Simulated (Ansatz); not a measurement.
Crystal: Bi.

```xyz
4
Lattice="4.6584 0.0000 0.0000 0.0000 4.5264 0.0000 -0.3460 0.0000 6.5119" Properties=species:S:1:pos:R:3 pbc="T T T"
Bi    0.9120    1.1316    4.8757
Bi    3.4005    3.3948    1.6362
Bi    1.0780    1.1316    1.6207
Bi    3.2345    3.3948    4.8913
```

* Program: Ansatz 0.2.0
* Task: relaxation of cell and atoms
* Functional: PBEsol
* Potentials or basis: Ansatz PAW
* Cutoff: 420 eV (not typed: the program's choice for these potentials)
* k mesh: 6 × 6 × 4
* Occupations: fermi-dirac, width 0.05 eV
* Spin: no spin polarisation

At the start: volume 34.33 Å³/atom.

Question: Where does the relaxation end?

Answer: It ends after 6 steps and the volume is 33.42 Å³/atom (-2.6 %); space group P4/mmm (No. 123, to 0.05 Å).

The path:
| step | energy change (eV) | largest force (eV/Å) | volume (Å³) |
| --- | --- | --- | --- |
| 1 | 0.0000 | 0.0027 | 137.31 |
| 2 | -0.0226 | 0.0091 | 131.36 |
| 3 | -0.0333 | 0.0070 | 133.38 |
| 4 | -0.0355 | 0.0009 | 133.69 |
| 5 | -0.0355 | 0.0004 | 133.68 |
| 6 | -0.0349 | 0.0004 | 133.68 |

Final structure:
```xyz
4
Lattice="4.5260 0.0000 0.1175 0.0000 4.5290 0.0000 -0.1719 0.0000 6.5172" Properties=species:S:1:pos:R:3 pbc="T T T"
Bi    1.0030    1.1323    4.9160
Bi    3.3511    3.3968    1.7187
Bi    1.0882    1.1323    1.6588
Bi    3.2659    3.3968    4.9759
```

Caveat: the plane-wave basis is chosen anew once the cell has moved, so the energies of steps on either side of that aren't comparable; the PAW data sets come from PBE, with cores solved anew for the run's functional, which leaves a small shift of forces and pressure.
